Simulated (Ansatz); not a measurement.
# TiO2 (P1) in Ansatz: notebook

The runs below take TiO2 through relaxation of cell and atoms, single point, with BLYP, PBE.

Program: Ansatz 0.2.0. These are calculated values, not measurements. Logs are shortened: lines on timing, memory, paths and dates and some standing lists are left out, and cuts for length are marked.

## Step 1: Starting point

The typed cell holds 9 atoms: a = 2.968 Å, b = 4.708 Å, c = 7.241 Å, α = 88.08°, β = 78.18°, γ = 90.00°.

The cell comes from a database or a generator and needn't be the stable form of this composition.

## Step 2: Relaxation of cell and atoms, BLYP

Input file input.yaml:

```yaml
crystal:
  lattice:
    - [2.9682645463, 0.0, 0.0]
    - [0.0002080834, 4.7076067549, 0.0]
    - [1.4835696211, 0.242353462, 7.0834647979]
  atoms:
    - { symbol: Ti, position: [0.00337187, 0.00038881, 0.00070319] }
    - { symbol: Ti, position: [0.34464021, 0.48025965, 0.31695987] }
    - { symbol: Ti, position: [0.66170814, 0.52047436, 0.68449636] }
    - { symbol: O, position: [0.44003816, 0.18543769, 0.1285388] }
    - { symbol: O, position: [0.77792634, 0.29772875, 0.45187807] }
    - { symbol: O, position: [0.10123624, 0.30895342, 0.80624322] }
    - { symbol: O, position: [0.90649721, 0.69183699, 0.19517157] }
    - { symbol: O, position: [0.22940715, 0.70300728, 0.54951473] }
    - { symbol: O, position: [0.56802567, 0.81530006, 0.87282718] }
hamiltonian:
  xc: blyp
  pseudopotentials: { kind: paw }
kpoints:
  mp_grid: { grid: [9, 6, 4] }
scf:
  occupations: { method: fermi_dirac, width: 0.05 }
output:
  forces: true
  stress: true
  eigenvalues: true
  write_density: true
  write_potential: true
  elf: true
  volumetric_format: npy
relax:
  f_tol: 0.01
  max_steps: 40
  cell: { stress_tol: 0.05 }
```

Potentials or basis: Ansatz PAW.

Started as:

```sh
> ansatz run input.yaml --threads 4 --pin off --max-ram 11264MiB --backend cpu --events-out ev --progress --plain --runs-dir out
```

Standard output:

```text
Warning: RAYON_NUM_THREADS=4 ignored (pool sized by the plan → 4); use --threads N
Engine: ansatz 0.2.0, aarch64-unknown-linux-gnu
Pseudopotentials: kind: paw
Pseudopotential: Ti, paw, valence charge 12, recommended cutoff 420 eV (normal), Ti.paw.azcp
Pseudopotential: O, paw, valence charge 6, recommended cutoff 420 eV (normal), O.paw.azcp
Functional definition: BLYP
  parameter beta = 0.0042
  parameter a = 0.04918
  parameter b = 0.132
  parameter c = 0.2533
  parameter d = 0.349
  exchange = b88_x(beta = beta)
  correlation = lyp_c(a = a, b = b, c = c, d = d)
Crystal: 9 atoms, lattice volume = 98.980 Å³
Basis set: ecut = 420 eV, 1911 PW (Γ), exchange–correlation on 40×64×100 points (8 copies of the dense FFT grid, shifted against one another)
Bands: 45, of which v1, the nominal top of the filled ones, is band 36 counted from 1 (35 counted from 0)
Symmetry: 1 space group operations
Space group: P1 (ITA 1), of the structure as read, at distance tolerance 4.6e-5 Å
k-points: 110 of 216 (time reversal used)
Non-local potential: Ti, projectors of the file, l = 0: 3, l = 1: 2, l = 2: 3, l = 3: 1
Non-local potential: O, projectors of the file, l = 0: 2, l = 1: 2, l = 2: 1
PAW form: soft (Blöchl's): semilocal exchange-correlation on the pseudo side does not see the compensation charge
PAW frozen core: Ti, regenerated for the run's functional, and the local potential with it (the file was generated under x = pbe(κ = 0.804, μ = 0.2195149727645171), c = pbe(β = 0.06672455060314922))
PAW frozen core: O, regenerated for the run's functional, and the local potential with it (the file was generated under x = pbe(κ = 0.804, μ = 0.2195149727645171), c = pbe(β = 0.06672455060314922))
PAW one-centre angular grid: Ti, 590 points (default); XC on 64 Gauss nodes
PAW one-centre angular grid: O, 110 points (default); XC on 64 Gauss nodes
Initial density: superposition of atomic densities (neutral atoms: chi_scale 0, normalization atom), corrected by the library's trained network
Initial wavefunctions: pseudopotential atomic-orbital guess
Functional: x = b88, c = lyp
SCF iter   1: F=—  HF=-10947.088428 eV  |F-HF|=—  |Δ(HF+E_count)|=         —  Δρ=2.01e-2  dr2=2.74e-1  ethr=1.77e-3  ⟨swp⟩=5.2  Hψ=19395  notcnv=0
preconditioner: auto → Resta (q_TF=auto, 2.587 Å⁻¹)  ε∞=8.5  [insulator: Δε(μ)=2.408 eV  Ē_g=9.449 eV  σ=0.050 eV  W_gap=1.00  n_scr=30 (ndim 8)  ℏωp=25.9 eV  f_vac=0.074  D(μ)=0.00/eV (n_scr^D=0)  ε∞_Penn≈8.5]
[... 262 lines left out ...]
--- Per-component energies (eV) ---
  E_band       = -679.771201
  E_kinetic    = 1863.573744
  E_local      = -5413.092047  (includes V_loc(G=0)·N_el)
  E_nonlocal   = 299.570416
  E_hartree    = 2102.162512
  E_xc         = -728.236072
  E_vxc        = -920.018560  (∫ρ·V_xc dr)
  E_paw        = -4123.996507  (= ΣΔE_a)
  E_vpaw       = -714.145367  (= ΣTr[D̂ρ^β])
  E_aug_tail   = 0.015493  (compensation charges beyond the density's cutoff)
  E_ewald      = -4947.213083
  E_core_change = 0.067329  (= ΣΔE_core)
  E_smearing   = -0.000000  (= −TS)
  E_closure    = 0.000000  (closes the sum)
  Σ components = -10947.148216   (vs F -10947.148216, Δ=0.00e0)
--- Forces (eV/Å), atoms counted from 1 ---
  atom   1  Ti     0.00013651    -0.00069195     0.00107689
  atom   2  Ti    -0.00046713    -0.00144116     0.00599156
  atom   3  Ti     0.00007824     0.00062825    -0.00737331
  atom   4  O      0.00015722    -0.00012157    -0.00138518
  atom   5  O     -0.00015693     0.00211234     0.00005877
  atom   6  O      0.00012489    -0.00049607     0.00227974
  atom   7  O      0.00012530     0.00175980    -0.00312434
  atom   8  O      0.00014833    -0.00141428     0.00165187
  atom   9  O     -0.00014604    -0.00033951     0.00082108
  max |Σ_I F_I| component: 4.15e-6 eV/Å
--- Stress (GPa, compression-positive) ---
        0.002649       0.002504      -0.000552
        0.002505       0.042460      -0.011453
       -0.000552      -0.011453      -0.011946
  P = ⅓ Tr σ = 0.0111 GPa (0.111 kbar)
--- Band table (eV; the first three rows and the last of 110) ---
  k-point 0: bands = ["-49.1769", "-49.1284", "-49.1002", "-25.5603", "-25.5101", "-25.4414", "-25.3755", "-25.3731", "-25.3600", "-25.3014", "-25.2870", "-25.2423", "-10.0962", "-9.2304", "-9.1396", "-8.7016", "-8.6446", "-8.3799", "2.8293", "3.0277", "3.2592", "3.4463", "3.9249", "4.0346", "4.3147", "4.5187", "4.6538", "5.0856", "5.5822", "5.9158", "5.9339", "6.6145", "6.9676", "7.0164", "7.1549", "7.4030", "9.7681", "10.0939", "10.1466", "10.2475", "10.5416", "10.5789", "10.7467", "10.9917", "11.8293"]
  k-point 1: bands = ["-49.1769", "-49.1286", "-49.1001", "-25.5677", "-25.5021", "-25.4311", "-25.3951", "-25.3705", "-25.3477", "-25.3076", "-25.2866", "-25.2426", "-10.0131", "-9.4692", "-9.0742", "-8.6716", "-8.5571", "-8.4029", "2.6318", "3.0391", "3.2530", "3.6477", "3.9355", "4.0565", "4.1257", "4.3863", "4.9546", "5.2665", "5.6522", "5.8499", "6.1229", "6.5207", "6.8006", "6.9450", "6.9615", "7.4417", "9.7748", "10.0879", "10.1598", "10.2876", "10.3724", "10.5549", "10.7640", "11.1980", "11.8100"]
  k-point 2: bands = ["-49.1768", "-49.1288", "-49.1000", "-25.5735", "-25.4950", "-25.4170", "-25.4102", "-25.3712", "-25.3406", "-25.3147", "-25.2861", "-25.2429", "-9.7960", "-9.7696", "-9.0662", "-8.6370", "-8.4577", "-8.4571", "2.4775", "3.0720", "3.3444", "3.7486", "3.8021", "3.9525", "4.0943", "4.3858", "5.2615", "5.6417", "5.6922", "5.8312", "5.9808", "6.4003", "6.6607", "6.6918", "7.1331", "7.3330", "9.8231", "10.0317", "10.0401", "10.3901", "10.3910", "10.5993", "10.6429", "11.4036", "11.7370"]
  k-point 109: bands = ["-49.1458", "-49.0877", "-49.0786", "-25.7185", "-25.6553", "-25.6492", "-25.4175", "-25.3861", "-25.3642", "-25.3476", "-25.3261", "-25.3200", "-9.1636", "-9.0734", "-8.8877", "-8.7525", "-8.6760", "-8.5434", "3.0905", "3.2759", "3.6142", "3.7009", "3.9036", "4.0945", "4.1425", "4.5196", "4.7851", "5.2485", "5.4798", "5.5870", "5.7949", "5.9305", "6.1259", "6.2596", "6.5147", "6.7598", "9.9690", "10.0725", "10.4515", "10.6877", "10.7875", "10.8194", "10.9742", "11.2207", "11.3375"]
--- Relaxed structure (18 steps of the walk, 17 accepted, 2 SCFs on fresh bases) ---
  F+E_penalty+E_count = -10947.14821641 eV   max|allowed force component| = 7.373e-3 eV/Å   (the final SCF, on the basis selected at the relaxed cell)
  cell:  # Å, volume = 104.3062 Å³
    - [3.00767589383894, 0.00040156015327444156, -0.0002664026035750636]
    - [0.0008477124181124698, 4.825998374022621, -0.010770674756142146]
    - [1.5026648678612404, 0.23244266902778082, 7.185426476330149]
  atoms:
    - { symbol: Ti, position: [-0.031865161281984244, 0.00048453500039864793, 0.0006908404567219752] }
    - { symbol: Ti, position: [0.3369435126513592, 0.4839654480035057, 0.31627810446261084] }
    - { symbol: Ti, position: [0.6563526642246185, 0.5168108108464047, 0.6852305703056651] }
    - { symbol: O, position: [0.44867717116842193, 0.18661425211671925, 0.1288277699465617] }
    - { symbol: O, position: [0.7861322796497624, 0.3047549181107607, 0.44942594029487626] }
    - { symbol: O, position: [0.1097508693226924, 0.3063827674770431, 0.8059181951739824] }
    - { symbol: O, position: [0.9154831409739499, 0.6944440474659529, 0.19545289406201066] }
    - { symbol: O, position: [0.2344333820754988, 0.6957916072997462, 0.5520133499853378] }
    - { symbol: O, position: [0.5769431312156813, 0.8141386236794692, 0.8724953253122336] }
```

rho_z.tsv:

```text
# z_ang	rho[e/angstrom^3]
# format = ansatz-planar-average/11
# lattice	3.007675894	0.000401560	-0.000266403
# lattice	0.000847712	4.825998374	-0.010770675
# lattice	1.502664868	0.232442669	7.185426476
# sites	9
# site	22	-0.094801565	0.002486150	0.004967254
# site	22	1.489087140	2.409268295	2.267290669
# site	22	3.004206097	2.653668521	4.917932627
# site	8	1.543218671	0.930725319	0.923552979
# site	8	3.040026023	1.575528184	3.225825207
# site	8	1.541379727	1.665976586	5.787536750
# site	8	3.047765460	3.397185058	1.396688882
# site	8	1.535180531	3.486294761	3.958894742
# site	8	3.047016176	4.132068494	6.260328489
0.000000	8.144515e-1
0.146891	7.891547e-1
0.293782	7.168844e-1
0.440673	6.355621e-1
0.587564	6.025894e-1
0.734455	6.387020e-1
[... 42 lines left out ...]
7.050766	7.107224e-1
7.197657	7.853810e-1
```

v_z.tsv:

```text
# z_ang	v_es[eV]	v_tot[eV]
# format = ansatz-planar-average/11
# xc	blyp
# density_cutoff_ev	1680
# datasets	Ti=:simpson_from_first_knot:soft:shift=-367081	O=:simpson_from_first_knot:soft:shift=-70409
# lattice	3.007675894	0.000401560	-0.000266403
# lattice	0.000847712	4.825998374	-0.010770675
# lattice	1.502664868	0.232442669	7.185426476
# sites	9
# site	22	-0.094801565	0.002486150	0.004967254
# site	22	1.489087140	2.409268295	2.267290669
# site	22	3.004206097	2.653668521	4.917932627
# site	8	1.543218671	0.930725319	0.923552979
# site	8	3.040026023	1.575528184	3.225825207
# site	8	1.541379727	1.665976586	5.787536750
# site	8	3.047765460	3.397185058	1.396688882
# site	8	1.535180531	3.486294761	3.958894742
# site	8	3.047016176	4.132068494	6.260328489
0.000000	3.928859e0	-5.223066e0
0.146891	4.076402e0	-5.206637e0
0.293782	4.158129e0	-5.414085e0
0.440673	3.991488e0	-5.903942e0
0.587564	4.041180e0	-6.181092e0
0.734455	4.144891e0	-6.421671e0
[... 42 lines left out ...]
7.050766	4.152420e0	-5.441132e0
7.197657	4.091304e0	-5.208750e0
```

Wall time 5.9 min (4 threads of Arm Neoverse V1, shared host); peak memory 0.69 GiB.

Results:

```
Free energy                            : -10947.1482 eV
Relaxed volume                         : 11.59 Å³/atom
Relaxed cell                           : a = 3.008 Å, b = 4.826 Å, c = 7.345 Å, α = 88.31°, β = 78.20°, γ = 89.98°
Space group after relaxing (to 0.05 Å) : C2 (No. 5)
Energy gained by relaxing              : 14.0 meV/atom
Ionic steps                            : 19
Pressure after relaxing                : 0.0 GPa
Largest force after relaxing           : 0.007 eV/Å
Band gap on the k mesh                 : 2.33 eV, indirect (least direct gap 2.33 eV)
```

Forces on the atoms (eV/Å):
```
Ti   0.000 -0.001  0.001
Ti   0.000 -0.001  0.006
Ti   0.000  0.001 -0.007
O    0.000  0.000 -0.001
O    0.000  0.002  0.000
O    0.000  0.000  0.002
O    0.000  0.002 -0.003
O    0.000 -0.001  0.002
O    0.000  0.000  0.001
```

The path:
```csv
step,energy change (eV),largest force (eV/Å),volume (Å³)
1,0.0000,0.3079,98.98
2,-0.0845,0.2110,102.52
3,-0.0881,0.0393,103.44
4,-0.0880,0.0222,103.52
5,-0.0881,0.0138,103.52
6,-0.0882,0.0028,103.52
7,-0.0882,0.0029,103.52
8,-0.0882,0.0033,103.52
9,-0.0882,0.0035,103.52
10,-0.0882,0.0043,103.52
11,-0.0882,0.0080,103.53
12,-0.0881,0.0118,103.54
13,-0.0896,0.0623,103.68
14,-0.0910,0.0071,103.80
15,-0.1247,0.0070,103.80
16,-0.1222,0.0323,104.38
17,-0.1227,0.0329,104.33
18,-0.1230,0.0074,104.31
19,-0.1258,0.0074,104.31
```

Final structure:
```
Ti O
1.0
     3.00768    0.00040   -0.00027
     0.00085    4.82600   -0.01077
     1.50266    0.23244    7.18543
Ti O
3 6
Direct
  0.96813 0.00048 0.00069
  0.33694 0.48397 0.31628
  0.65635 0.51681 0.68523
  0.44868 0.18661 0.12883
  0.78613 0.30475 0.44943
  0.10975 0.30638 0.80592
  0.91548 0.69444 0.19545
  0.23443 0.69579 0.55201
  0.57694 0.81414 0.87250
```

Levels at points of the mesh, in eV from the valence-band top:
| k point | band 34 | band 35 | band 36 | band 37 | band 38 | band 39 |
| --- | --- | --- | --- | --- | --- | --- |
| (0.00, 0.00, 0.00) | -0.43 | -0.29 | -0.04 | 2.33 | 2.65 | 2.70 |
| (0.00, 0.00, -0.50) | -0.75 | -0.31 | -0.11 | 2.38 | 2.59 | 2.60 |
| (0.00, -0.50, 0.00) | -0.83 | -0.75 | -0.70 | 2.35 | 2.58 | 2.68 |
| (0.00, -0.50, -0.50) | -0.70 | -0.67 | -0.23 | 2.34 | 2.55 | 2.62 |

Caveat: odd divisions of the mesh miss points on the zone boundary, where band edges often lie, so the gap on the mesh can be too wide; the plane-wave basis is chosen anew once the cell has moved, so the energies of steps on either side of that aren't comparable; the pressure holds a Pulay correction of +0.8 GPa for the finite cutoff; the PAW data sets come from PBE, with cores solved anew for the run's functional, which leaves a small shift of forces and pressure. BLYP gaps usually lie below the measured ones, often by a third to a half.

## Step 3: Single point, PBE

input.yaml, as its differences from that of step 2:

```diff
@@ -16,3 +16,3 @@
 hamiltonian:
-  xc: blyp
+  xc: pbe
   pseudopotentials: { kind: paw }
@@ -21,3 +21,3 @@
 scf:
-  occupations: { method: fermi_dirac, width: 0.05 }
+  occupations: { method: gaussian, width: 0.012 }
 output:
@@ -26,9 +26 @@
   eigenvalues: true
-  write_density: true
-  write_potential: true
-  elf: true
-  volumetric_format: npy
-relax:
-  f_tol: 0.01
-  max_steps: 40
-  cell: { stress_tol: 0.05 }
```

Potentials or basis: Ansatz PAW.

Started as:

```sh
> ansatz run input.yaml --threads 4 --pin off --max-ram 11264MiB --backend cpu --events-out ev --progress --plain --runs-dir out
```

Standard output:

```text
Warning: RAYON_NUM_THREADS=4 ignored (pool sized by the plan → 4); use --threads N
[... 75 lines left out ...]
  k-point 1: bands = ["-48.7225", "-48.5823", "-48.5482", "-25.0383", "-24.9941", "-24.9307", "-24.8344", "-24.8321", "-24.7695", "-24.7123", "-24.6843", "-24.6316", "-9.8454", "-9.2343", "-8.8418", "-8.3620", "-8.2327", "-8.0596", "2.8013", "3.2124", "3.4206", "3.9243", "4.2602", "4.3529", "4.3742", "4.7037", "5.2030", "5.5731", "5.9844", "6.2691", "6.5311", "7.0223", "7.3132", "7.3277", "7.4683", "7.9502", "10.2997", "10.7119", "10.7572", "10.7809", "10.9954", "11.0426", "11.3230", "11.8736"]
  k-point 2: bands = ["-48.7225", "-48.5824", "-48.5481", "-25.0491", "-24.9878", "-24.9149", "-24.8435", "-24.8346", "-24.7623", "-24.7195", "-24.6838", "-24.6319", "-9.6154", "-9.5562", "-8.8451", "-8.3073", "-8.1305", "-8.1154", "2.6398", "3.2327", "3.5525", "3.8970", "4.1201", "4.2693", "4.3661", "4.6820", "5.5884", "5.9976", "6.2001", "6.2685", "6.3346", "6.7781", "7.0591", "7.1175", "7.6627", "7.7979", "10.3503", "10.6103", "10.7762", "10.9141", "10.9514", "11.1113", "11.1275", "12.0785"]
  k-point 109: bands = ["-48.6847", "-48.5303", "-48.5244", "-25.2576", "-25.1237", "-25.1173", "-24.9013", "-24.8895", "-24.7904", "-24.7619", "-24.7303", "-24.7286", "-8.9269", "-8.8406", "-8.5952", "-8.4722", "-8.3394", "-8.2138", "3.2972", "3.4661", "3.8409", "3.9409", "4.1726", "4.3995", "4.4828", "4.8467", "5.0964", "5.6437", "5.8630", "5.9975", "6.1693", "6.2893", "6.5188", "6.6218", "6.9010", "7.1761", "10.5110", "10.6212", "11.0905", "11.2782", "11.3908", "11.4926", "11.6238", "11.9071"]
```

Wall time 14 s (4 threads of Arm Neoverse V1, shared host); peak memory 0.61 GiB.

What came out:

```yaml
Free_energy: -10915.7476 eV
Pressure: 3.7 GPa
Largest_force: 0.119 eV/Å
Band_gap_on_the_k_mesh: 2.27 eV, indirect (least direct gap 2.32 eV)
```

Forces on the atoms (eV/Å):
```
Ti   0.000 -0.002  0.002
Ti   0.004  0.020  0.094
Ti   0.001 -0.017 -0.098
O   -0.001 -0.008  0.029
O    0.008 -0.118  0.014
O   -0.002 -0.042 -0.010
O    0.000  0.040  0.009
O   -0.004  0.117 -0.012
O   -0.005  0.009 -0.028
```

Stress tensor (GPa, compression positive):
```
 3.27 -0.02  0.01
-0.02  4.05 -0.11
 0.01 -0.11  3.65
```

Caveat: odd divisions of the mesh miss points on the zone boundary, where band edges often lie, so the gap on the mesh can be too wide; the pressure holds a Pulay correction of +0.7 GPa for the finite cutoff.
